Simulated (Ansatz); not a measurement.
# Al36O: the cost of one run

Program: Ansatz 0.2.0. Level of theory: DFT PBE, scalar-relativistic, plane waves, PAW. These are calculated values, not measurements.

3 further runs of the same task are left out: 1 that didn't finish, 2 set aside as unsound or not needed.

## (1) The system as given

It takes space group P6_3/mmc (No. 194, hexagonal). Conventional cell: a = 2.827 Å, b = 2.827 Å, c = 9.186 Å, α = 90.00°, β = 90.00°, γ = 120.00°. Al (site symmetry -3m) has 12 Al at 2.82 to 2.83 Å as nearest neighbours. Al (site symmetry -6m2) is surrounded by 12 Al at 2.82 to 2.83 Å.

As a file:

```xyz
4
Lattice="2.8271 0.0000 0.0000 -1.4135 2.4483 0.0000 0.0000 0.0000 9.1860" Properties=species:S:1:pos:R:3 pbc="T T T"
Al    0.0000    0.0000    0.0000
Al    0.0000    1.6322    2.2965
Al    0.0000    0.0000    4.5930
Al    1.4135    0.8161    6.8895
```

Source of the structure: the Materials Project (structure only).

## (7) Setting up the map

Atoms count from 1 in the order of the input.

O is moved over the surface cell; relaxed at each place: the height of the adsorbate's atoms; substrate rigid; the origin of the map has the adsorbate above Al33.

- position of O37 along the first surface vector, from above Al33: 6 values from 0.000 to 0.833, periodic
- position of O37 along the second surface vector, from above Al33: 6 values from 0.000 to 0.833, periodic

Relaxed at each point: the height of the adsorbate's atoms; substrate rigid. Points are written as (first, second).

The two vectors of the plane (Å): (2.853, 0.000, 0.000); (-1.427, 2.471, 0.000).

(The set-up runs are not shown.)

## (8) Point (0/6, 0/6) of the map's two axes

Contents of input.yaml:

```yaml
crystal:
  lattice:
    - [5.7070863106, 0.0, 0.0]
    - [-2.8535431553, 4.9424817266, 0.0]
    - [0.0, 0.0, 34.2605580927]
  atoms:
    - { symbol: Al, position: [0.1666666667, 0.3333333333, 0.1167523305] }
    - { symbol: Al, position: [0.1666666667, 0.8333333333, 0.1167523305] }
    - { symbol: Al, position: [0.6666666667, 0.3333333333, 0.1167523305] }
    - { symbol: Al, position: [0.6666666667, 0.8333333333, 0.1167523305] }
    - { symbol: Al, position: [0.0, 0.0, 0.1852090274] }
    - { symbol: Al, position: [0.0, 0.5, 0.1852090274] }
    - { symbol: Al, position: [0.5, 0.0, 0.1852090274] }
    - { symbol: Al, position: [0.5, 0.5, 0.1852090274] }
    - { symbol: Al, position: [0.3333333333, 0.1666666667, 0.2536657244] }
    - { symbol: Al, position: [0.3333333333, 0.6666666667, 0.2536657244] }
    - { symbol: Al, position: [0.8333333333, 0.1666666667, 0.2536657244] }
    - { symbol: Al, position: [0.8333333333, 0.6666666667, 0.2536657244] }
    - { symbol: Al, position: [0.0, 0.0, 0.3221224214] }
    - { symbol: Al, position: [0.0, 0.5, 0.3221224214] }
    - { symbol: Al, position: [0.5, 0.0, 0.3221224214] }
    - { symbol: Al, position: [0.5, 0.5, 0.3221224214] }
    - { symbol: Al, position: [0.1666666667, 0.3333333333, 0.3899858423] }
    - { symbol: Al, position: [0.1666666667, 0.8333333333, 0.3899858423] }
    - { symbol: Al, position: [0.6666666667, 0.3333333333, 0.3899858423] }
    - { symbol: Al, position: [0.6666666667, 0.8333333333, 0.3899858423] }
    - { symbol: Al, position: [0.0, 0.0, 0.457816858] }
    - { symbol: Al, position: [0.0, 0.5, 0.457816858] }
    - { symbol: Al, position: [0.5, 0.0, 0.457816858] }
    - { symbol: Al, position: [0.5, 0.5, 0.457816858] }
    - { symbol: Al, position: [0.3333333333, 0.1666666667, 0.5268325045] }
    - { symbol: Al, position: [0.3333333333, 0.6666666667, 0.5268325045] }
    - { symbol: Al, position: [0.8333333333, 0.1666666667, 0.5268325045] }
    - { symbol: Al, position: [0.8333333333, 0.6666666667, 0.5268325045] }
    - { symbol: Al, position: [0.0, 0.0, 0.595090173] }
    - { symbol: Al, position: [0.0, 0.5, 0.595090173] }
    - { symbol: Al, position: [0.5, 0.0, 0.595090173] }
    - { symbol: Al, position: [0.5, 0.5, 0.595090173] }
    - { symbol: Al, position: [0.1666666667, 0.3333333333, 0.6643370499] }
    - { symbol: Al, position: [0.1666666667, 0.8333333333, 0.6643370499] }
    - { symbol: Al, position: [0.6666666667, 0.3333333333, 0.6643370499] }
    - { symbol: Al, position: [0.6666666667, 0.8333333333, 0.6643370499] }
    - { symbol: O, position: [0.1666666667, 0.3333333333, 0.7192106453] }
basis:
  ecutwfc: 420
kpoints:
  mp_grid: { grid: [6, 6, 1] }
hamiltonian:
  xc: pbe
  pseudopotentials: { kind: paw, azcp: { folder: soft_1 } }
scf:
  occupations: { method: gaussian, width: 0.1 }
output:
  forces: true
  eigenvalues: true
relax:
  adjacent_minimum: "off"
  f_tol: 0.025
  max_steps: 16
  constraints:
    - { sites: [0, 1, 2, 3, 4, 5, 6, 7, 8, 9, 10, 11, 12, 13, 14, 15, 16, 17, 18, 19, 20, 21, 22, 23, 24, 25, 26, 27, 28, 29, 30, 31, 32, 33, 34, 35] }
    - { sites: [36], fix: xy }
efield:
  axis: 3
  dipole_correction: true
  ramp_width: 0.04
```

On the command line:

```console
$ ansatz run input.yaml --threads 4 --pin off --max-ram 12288MiB --backend cpu --events-out ev --progress --plain --runs-dir out
```

Q: Estimate wall time and peak memory on 4 threads of Intel Xeon Platinum 8488C (Sapphire Rapids), shared host.

About 57 s, with a peak of 2.2 GiB.
